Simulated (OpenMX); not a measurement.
The system is As.

```
As
1.0
     4.13100    0.00000    0.00000
     2.41839    3.34911    0.00000
     2.41839    1.23667    3.11243
As
2
Direct
  0.22600 0.22600 0.22600
  0.77400 0.77400 0.77400
```

Base run:

```yaml
Program: OpenMX 3.8.5
Functional: PBE
Potentials_or_basis: OpenMX 2013 PBE set, As7.0-s3p2d2, grid cutoff 500 Ry
k_mesh: 7 × 7 × 7
Occupations: fermi-dirac, width 0.05 eV
Spin: no spin polarisation
```

Its results: band gap on the k mesh none (metal or under the smearing width); pressure 6.5 GPa; largest force 1.089 eV/Å.

The run is repeated on the same cell with these changes: dispersion from none to D3(BJ). What comes out?

Band gap on the k mesh none (metal or under the smearing width); pressure 3.3 GPa; largest force 1.088 eV/Å.

Dispersion adds attraction, which lowers the pressure at fixed volume and, as a term added to the energy, leaves the levels alone.

Caveats: the basis of atomic orbitals isn't converged, which shifts pressures, moduli and gaps; forces of over 1 eV/Å show positions far from the minimum, so gaps and moduli don't describe the material at rest; pairwise dispersion overbinds metals, which lowers pressure and volume (some runs).
